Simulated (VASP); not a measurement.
# Ta2H (C222) in VASP: notebook

The runs below take Ta2H through relaxation of cell and atoms, single point, with PBEsol.

Program: VASP 6.6.1. These are calculated values, not measurements. Logs are shortened: lines on timing, memory, paths and dates and some standing lists are left out, and cuts for length are marked.

## (1) The crystal as given

It takes space group C222 (No. 21, orthorhombic). The conventional cell has a = 3.441 Å, b = 4.743 Å, c = 4.759 Å, α = 90.00°, β = 90.00°, γ = 90.00°. Ta (site symmetry 2) has 2 H at 1.93 Å as nearest neighbours. H (site symmetry 222) has 4 Ta at 1.93 Å as nearest neighbours.

The cell comes from a database or a generator and needn't be the stable form of this composition.

## (2) Relaxation of cell and atoms, PBEsol

The input, INCAR:

```
SYSTEM = Ta2H
PREC = Accurate
ENCUT = 300
EDIFF = 1E-7
ISMEAR = 0
SIGMA = 0.1
LREAL = .FALSE.
LASPH = .TRUE.
NELM = 80
ALGO = Fast
ISIF = 3
LWAVE = .FALSE.
LCHARG = .FALSE.
GGA = PS
IBRION = 2
NSW = 90
EDIFFG = -0.005
```

The input, KPOINTS:

```
regular mesh
0
G
  16 16 10
  0 0 0
```

The input, POSCAR:

```
Ta2H
1.0
    1.7204951100     -2.3714690300      0.0000000000
    1.7204951100      2.3714690300      0.0000000000
    0.0000000000      0.0000000000      4.7585693900
Ta H
2 1
Direct
    0.0000000000      0.5000000000      0.2645697700
    0.5000000000      0.0000000000      0.7354302300
    0.0000000000      0.0000000000      0.0000000000
```

Potentials or basis: VASP PAW PBE potentials, release 64 (Ta_pv, H).

Started as:

```bash
$ cat potpaw_PBE.64/Ta_pv/POTCAR potpaw_PBE.64/H/POTCAR > POTCAR
$ mpirun -np 1 vasp_std > vasp.out
```

OUTCAR:

```text
SYSTEM = Ta2H
   PREC = Accurate
   ENCUT = 300
   EDIFF = 1E-7
   ISMEAR = 0
   LREAL = .FALSE.
   LASPH = .TRUE.
   NELM = 80
   ISIF = 3
   GGA = PS
   IBRION = 2
   NSW = 90
   EDIFFG = -0.005

 ion  position               nearest neighbor table
   1  0.000  0.500  0.265-   3 1.93   3 1.93   2 2.82   2 2.82   2 3.05   2 3.05   2 3.26   2 3.26
                             2 3.46   2 3.46
   2  0.500  0.000  0.735-   3 1.93   3 1.93   1 2.82   1 2.82   1 3.05   1 3.05   1 3.26   1 3.26
                             1 3.46   1 3.46
   3  0.000  0.000  0.000-   1 1.93   2 1.93   1 1.93   2 1.93

  LATTYP: Found a base centered orthorhombic cell.
 ALAT       =     3.4409902200
 B/A-ratio  =     1.3783642954
 C/A-ratio  =     1.3829069790

  Lattice vectors:

 A1 = (   1.7204951100,  -2.3714690300,   0.0000000000)
 A2 = (   1.7204951100,   2.3714690300,   0.0000000000)
 A3 = (   0.0000000000,   0.0000000000,   4.7585693900)

Analysis of symmetry for initial positions (statically):
=====================================================================
 Subroutine PRICEL returns:
 Original cell was already a primitive cell.

 Routine SETGRP: Setting up the symmetry group for a
 base centered orthorhombic supercell.

 Subroutine GETGRP returns: Found  4 space group operations
 (whereof  4 operations were pure point group operations)
 out of a pool of  8 trial point group operations.

The static configuration has the point symmetry D_2 .

Analysis of symmetry for dynamics (positions and initial velocities):
=====================================================================
 Subroutine PRICEL returns:
 Original cell was already a primitive cell.

 Routine SETGRP: Setting up the symmetry group for a
 base centered orthorhombic supercell.

 Subroutine GETGRP returns: Found  4 space group operations
 (whereof  4 operations were pure point group operations)
 out of a pool of  8 trial point group operations.

The dynamic configuration has the point symmetry D_2 .

 Subroutine INISYM returns: Found  4 space group operations
 (whereof  4 operations are pure point group operations),
 and found     1 'primitive' translations

----------------------------------------------------------------------------------------

                                     Primitive cell

  volume of cell :      38.8309

  direct lattice vectors                    reciprocal lattice vectors
     1.720495110 -2.371469030  0.000000000     0.290614020 -0.210839776  0.000000000
[... 108 lines left out ...]
     AMIX_MAG =   1.60;   BMIX_MAG =  1.00
  volume/ion in A,a.u.               =      12.94        87.35
  Fermi-wavevector in a.u.,A,eV,Ry     =   1.374860  2.598108 25.718261  1.890239
  Thomas-Fermi vector in A             =   2.500248
   LORBIT       =      0    0 simple, 1 ext, 2 COOP (PROOUT), +10 PAW based schemes
   GGA     = PS    functional components
   LHFCALC =     F    Hartree Fock is set to
   AEXX    =    0.0000 exact exchange contribution
   IVDW    =     0    specifies the selected vdW correction
   LEPSILON=     F    determine dielectric tensor
   LRPA    =     F    only Hartree local field effects (RPA)
 conjugate gradient relaxation of ions
 non-spin polarized calculation
 RMM-DIIS sequential band-by-band and
 Gauss-broadening in eV      SIGMA  =   0.10
  energy-cutoff  :      300.00
  volume of cell :       38.83
 maximum number of plane-waves:       470
 NGX is ok and might be reduce to    18
   NGX =  9   NGY =  9   NGZ = 13

--------------------------------------- Ionic step        1  -------------------------------------------

 number of electron      23.0000005 magnetization

 Free energy of the ion-electron system (eV)
  ---------------------------------------------------
  ext. energy  EPLUGINS =         0.00000000
  ---------------------------------------------------
  free energy    TOTEN  =       -28.93276751 eV

  energy without entropy =      -28.92515753  energy(sigma->0) =      -28.92896252

------------------------ aborting loop because EDIFF is reached ----------------------------------------

  FORCE on cell =-STRESS in cart. coord.  units (eV):
  Direction    XX          YY          ZZ          XY          YZ          ZX
  --------------------------------------------------------------------------------------
  -------------------------------------------------------------------------------------
  Total       -1.6119442     -1.1210506     -1.0052174      0.0000000      0.0000000      0.0000000
  in kB      -66.5094387    -46.2549816    -41.4756585      0.0000000      0.0000000      0.0000000
  external PRESSURE =     -51.4133596 kB  Pullay stress =       0.0000000 kB
[... 246 lines left out ...]
--------------------------------------- Ionic step        8  -------------------------------------------

 number of electron      22.9999998 magnetization

 Free energy of the ion-electron system (eV)
  ---------------------------------------------------
  ext. energy  EPLUGINS =         0.00000000
  ---------------------------------------------------
  free energy    TOTEN  =       -28.95253001 eV

  energy without entropy =      -28.94568245  energy(sigma->0) =      -28.94910623

 E-fermi :   5.4703     XC(G=0): -12.7308

 val. band max:        5.4702370166   @ k =  -0.2500   0.1875   0.4000
 cond. band min:       5.4709820867   @ k =   0.3750   0.1250   0.4000
 fundamental gap:      0.0007450701
 Fermi energy:         5.4702551080

 k-point     1 :       0.0000    0.0000    0.0000
  band No.  band energies     occupation
      1     -28.9457      2.00000
      2     -28.1853      2.00000
      3     -27.8731      2.00000
      4     -27.8713      2.00000
      5     -27.8456      2.00000
      6     -27.8092      2.00000
      7      -4.3381      2.00000
      8       0.9164      2.00000
      9       2.4400      2.00000
     10       4.8544      2.00000
     11       5.7743      0.00002
     12       5.7844      0.00001
     13       6.2137      0.00000
     14       8.6768      0.00000
[... 401 lines left out ...]
      2     -28.2019      2.00000
      3     -27.9026      2.00000
      4     -27.8894      2.00000
      5     -27.8689      2.00000
      6     -27.8249      2.00000
      7      -4.1943      2.00000
      8       1.0716      2.00000
      9       2.4835      2.00000
     10       4.7332      2.00000
     11       5.6670      0.00540
     12       5.9459      0.00000
     13       6.1300      0.00000
     14       8.5114      0.00000
     15       8.7164      0.00000

 [... further k-points ...]
[... 5 lines left out ...]
  --------------------------------------------------------------------------------------
  -------------------------------------------------------------------------------------
  Total       -0.0134772      0.0047472     -0.0049002      0.0000000      0.0000000      0.0000000
  in kB       -0.5704416      0.2009338     -0.2074067      0.0000000      0.0000000      0.0000000
  external PRESSURE =      -0.1923048 kB  Pullay stress =       0.0000000 kB
[... 18 lines left out ...]
  FREE ENERGIE OF THE ION-ELECTRON SYSTEM (eV)
  ---------------------------------------------------
  free  energy   TOTEN  =       -28.9525300129 eV

  energy  without entropy=      -28.9456824524  energy(sigma->0) =      -28.94910623

 reached required accuracy - stopping structural energy minimisation
```

Run time: 5.5 min. Hardware: 1 thread of Intel Xeon Platinum 8488C (Sapphire Rapids), shared host; peak memory 0.23 GiB.

What came out:

- Free energy: -28.9525 eV
- Relaxed volume: 12.62 Å³/atom
- Relaxed cell: a = 2.902 Å, b = 2.902 Å, c = 4.755 Å, α = 90.00°, β = 90.00°, γ = 109.00°
- Space group after relaxing (to 0.05 Å): C222 (No. 21)
- Energy gained by relaxing: 6.6 meV/atom
- Ionic steps: 8
- Pressure after relaxing: 0.0 GPa
- Band gap on the k mesh: none (metal or under the smearing width)

Step by step:
```
step  energy change (eV)  largest force (eV/Å)  pressure (GPa)  volume (Å³)
   1              0.0000                0.0345           -5.14        38.83
   2              0.0168                0.0933            8.70        36.54
   3             -0.0168                0.0157            0.20        37.86
   4             -0.0192                0.0117            0.08        37.86
   5             -0.0198                0.0086            0.00        37.85
   6             -0.0198                0.0091            0.00        37.85
   7             -0.0198                0.0092            0.01        37.85
   8             -0.0198                0.0009           -0.02        37.85
```

Final structure:
```
Ta H
1.0
     1.68503   -2.36241    0.00000
     1.68503    2.36241    0.00000
     0.00000    0.00000    4.75450
Ta H
2 1
Direct
  0.00000 0.50000 0.26440
  0.50000 0.00000 0.73560
  0.00000 0.00000 0.00000
```

Levels at points of the mesh, in eV from the Fermi level:
```
           k point  band 8  band 9  band 10  band 11  band 12  band 13  band 14  band 15
(0.00, 0.00, 0.00)   -4.55   -3.03    -0.62     0.30     0.31     0.74     3.21     3.50
(0.50, 0.00, 0.00)   -3.29   -2.71    -1.79    -0.80    -0.79     2.83     3.03     4.25
(0.50, 0.50, 0.00)   -4.55   -3.91    -2.30    -0.06     3.36     3.85     6.11     6.24
(0.00, 0.00, 0.50)   -5.91   -2.22    -1.13    -0.75     0.34     2.40     3.02     3.04
(0.50, 0.00, 0.50)   -4.50   -1.86    -1.75    -0.39     1.03     3.17     3.27     4.34
(0.50, 0.50, 0.50)   -3.12   -3.07    -2.13     0.37     0.41     0.75     1.58     6.13
```

Caveat: the cutoff is under 1.25 times the usual one of these potentials, so pressure, stress and relaxed cells hold a basis-set (Pulay) error; the PAW data sets were made with another functional, which shifts forces and pressure a little. The run has no spin-orbit coupling, so splittings on Ta are missing.

(Part 1 of 2 ends here.)
